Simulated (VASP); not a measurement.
# BaTiO3 (P1) in VASP: a series of runs, part 2 of 2

VASP 6.6.1. Earlier steps stand in the parts before.

### 4 Single point, PBE

File INCAR:

```
  PREC = Accurate
  ENCUT = 520
  EDIFF = 1E-7
  ISMEAR = 0
  SIGMA = 0.05
  LREAL = F
  LASPH = T
  NELM = 100
  ALGO = Normal
  ISIF = 2
  LWAVE = F
  LCHARG = F
  GGA = PE
  ADDGRID = F
```

File KPOINTS:

```
regular mesh
0
Gamma
  8 8 8
```

File POSCAR:

```
BaTiO3
1.0
    4.0060000000      0.0000000000      0.0000000000
    0.0000000000      4.0060000000      0.0000000000
    0.0000000000      0.0000000000      4.0060000000
Ba Ti O
1 1 3
Direct
    0.4701120000      0.5031600000      0.5056990000
   -0.0202070000      0.0016430000     -0.0204470000
   -0.0270160000     -0.0188640000      0.5097340000
   -0.0003670000      0.4971430000     -0.0056670000
    0.4958670000     -0.0087980000      0.0064420000
```

Potentials or basis: VASP PAW PBE potentials, release 64 (Ba_sv, Ti_sv, O).

On the command line:

```
cat potpaw_PBE.64/Ba_sv/POTCAR potpaw_PBE.64/Ti_sv/POTCAR potpaw_PBE.64/O/POTCAR > POTCAR
mpirun -np 1 vasp_std > vasp.out
```

OUTCAR:

```text
PREC = Accurate
   ENCUT = 520
   EDIFF = 1E-7
   ISMEAR = 0
   LREAL = F
   LASPH = T
   NELM = 100
   ISIF = 2
   GGA = PE

 Found    260 irreducible k-points:

 Following reciprocal coordinates:
            Coordinates               Weight
  0.000000  0.000000  0.000000      1.000000
  0.125000  0.000000  0.000000      2.000000
  0.000000  0.125000  0.000000      2.000000
  0.000000  0.000000  0.125000      2.000000
  0.250000  0.000000  0.000000      2.000000
  0.000000  0.250000  0.000000      2.000000
   k-points           NKPTS =    260   k-points in BZ     NKDIM =    260   number of bands    NBANDS=     24
   number of dos      NEDOS =    301   number of ions     NIONS =      5
   total plane-waves  NPLWV =  27000
   dimension x,y,z NGX =    30 NGY =   30 NGZ =   30
   dimension x,y,z NGXF=    60 NGYF=   60 NGZF=   60
   ions per type =               1   1   3
   NGX,Y,Z   is equivalent  to a cutoff of  12.45, 12.45, 12.45 a.u.
   NGXF,Y,Z  is equivalent  to a cutoff of  24.90, 24.90, 24.90 a.u.
 SYSTEM =  unknown system
   PREC   = accura    normal or accurate (medium, high low for compatibility)
[... 52 lines left out ...]
  ext. energy  EPLUGINS =         0.00000000
  ---------------------------------------------------
  free energy    TOTEN  =       -39.92649836 eV

  energy without entropy =      -39.92649836  energy(sigma->0) =      -39.92649836

 E-fermi :   4.1004     XC(G=0): -11.2372

 val. band max:        3.8240264767   @ k =   0.5000   0.5000   0.5000
 cond. band min:       5.7253633685   @ k =   0.0000   0.0000   0.0000
 fundamental gap:      1.9013368918
 Fermi energy:         4.1003900790

 k-point     1 :       0.0000    0.0000    0.0000
  band No.  band energies     occupation
      1     -52.7323      2.00000
      2     -28.9797      2.00000
      3     -28.9516      2.00000
      4     -28.9437      2.00000
      5     -21.0134      2.00000
      6     -13.0800      2.00000
[... 151 lines left out ...]
     23       6.6446      0.00000
     24       7.9341      0.00000

 [... further k-points ...]
[... 5 lines left out ...]
  --------------------------------------------------------------------------------------
  -------------------------------------------------------------------------------------
  Total        1.8259717      1.5784192      2.4222109     -0.0870952     -0.1127808     -0.1472869
  in kB       45.5063281     39.3368973     60.3656252     -2.1705614     -2.8106908     -3.6706398
  external PRESSURE =      48.4029502 kB  Pullay stress =       0.0000000 kB

 VOLUME and BASIS-vectors are now :
 -----------------------------------------------------------------------------
  energy-cutoff  :      520.00
  volume of cell :       64.29
      direct lattice vectors                 reciprocal lattice vectors
     4.006000000  0.000000000  0.000000000     0.249625562  0.000000000  0.000000000
     0.000000000  4.006000000  0.000000000     0.000000000  0.249625562  0.000000000
     0.000000000  0.000000000  4.006000000     0.000000000  0.000000000  0.249625562

 POSITION                                       TOTAL-FORCE (eV/Angst)
 -----------------------------------------------------------------------------------
      1.88327      2.01566      2.02583         0.392002     -0.186402     -0.390459
      3.92505      0.00658      3.92409        -0.375531      0.022432      0.103137
      3.89777      3.93043      2.04199         0.351122      0.403698      0.045440
      4.00453      1.99155      3.98330        -0.182397     -0.445899      0.243630
      1.98644      3.97076      0.02581        -0.185197      0.206171     -0.001748
 -----------------------------------------------------------------------------------
    total drift:                               -0.000606     -0.000651     -0.000137

  FREE ENERGIE OF THE ION-ELECTRON SYSTEM (eV)
  ---------------------------------------------------
  free  energy   TOTEN  =       -39.9264983579 eV

  energy  without entropy=      -39.9264983579  energy(sigma->0) =      -39.92649836
```

OSZICAR:

```text
N       E                     dE             d eps       ncg     rms          rms(c)
DAV:   1     0.451424152439E+03    0.45142E+03   -0.20453E+04 12480   0.179E+03
DAV:   2    -0.358653976789E+01   -0.45501E+03   -0.44694E+03 15448   0.484E+02
DAV:   3    -0.488875557120E+02   -0.45301E+02   -0.44648E+02 15688   0.149E+02
DAV:   4    -0.507679868739E+02   -0.18804E+01   -0.18794E+01 18712   0.295E+01
DAV:   5    -0.508177104771E+02   -0.49724E-01   -0.49721E-01 17016   0.413E+00    0.232E+01
DAV:   6    -0.400532669681E+02    0.10764E+02   -0.75205E+01 19888   0.785E+01    0.101E+01
DAV:   7    -0.400854067421E+02   -0.32140E-01   -0.12481E+01 15800   0.262E+01    0.658E+00
DAV:   8    -0.399097090870E+02    0.17570E+00   -0.95701E-01 17248   0.953E+00    0.296E+00
DAV:   9    -0.399409725420E+02   -0.31263E-01   -0.27890E-01 16928   0.417E+00    0.122E+00
DAV:  10    -0.399272941356E+02    0.13678E-01   -0.95806E-02 16616   0.331E+00    0.384E-01
DAV:  11    -0.399265303122E+02    0.76382E-03   -0.64505E-03 18680   0.620E-01    0.625E-02
DAV:  12    -0.399265234238E+02    0.68885E-05   -0.29241E-04 14856   0.131E-01    0.364E-02
DAV:  13    -0.399264951585E+02    0.28265E-04   -0.24690E-04 16352   0.172E-01    0.817E-03
DAV:  14    -0.399264985231E+02   -0.33646E-05   -0.20024E-05 17928   0.327E-02    0.697E-03
DAV:  15    -0.399264987280E+02   -0.20487E-06   -0.32372E-06 16264   0.121E-02    0.634E-03
DAV:  16    -0.399264983980E+02    0.33003E-06   -0.27219E-06 16400   0.147E-02    0.245E-03
DAV:  17    -0.399264983579E+02    0.40098E-07   -0.44946E-07 12760   0.667E-03
   1 F= -.39926498E+02 E0= -.39926498E+02  d E =-.350071E-17
```

stdout:

```text
POSCAR found type information on POSCAR BaTiO
 POSCAR found :  3 types and       5 ions
 scaLAPACK will be used
 LDA part: xc-table for (Slater+PW92), standard interpolation
 POSCAR, INCAR and KPOINTS ok, starting setup
 FFT: planning ... GRIDC
 FFT: planning ... GRID_SOFT
 FFT: planning ... GRID
 WAVECAR not read
 entering main loop
```

Run time: 3.2 min. Hardware: 1 thread of Intel Xeon 6975P-C (Granite Rapids), shared host; peak memory 0.49 GiB.

These settings aren't checked as converged: the numbers below hold their error.

Results:

```
Free energy            : -39.9265 eV
Pressure               : 4.8 GPa
Largest force          : 0.584 eV/Å
Band gap on the k mesh : 1.90 eV, indirect (least direct gap 2.19 eV)
```

Caveat: spin-orbit coupling is left out, which moves the levels of the heavy elements.
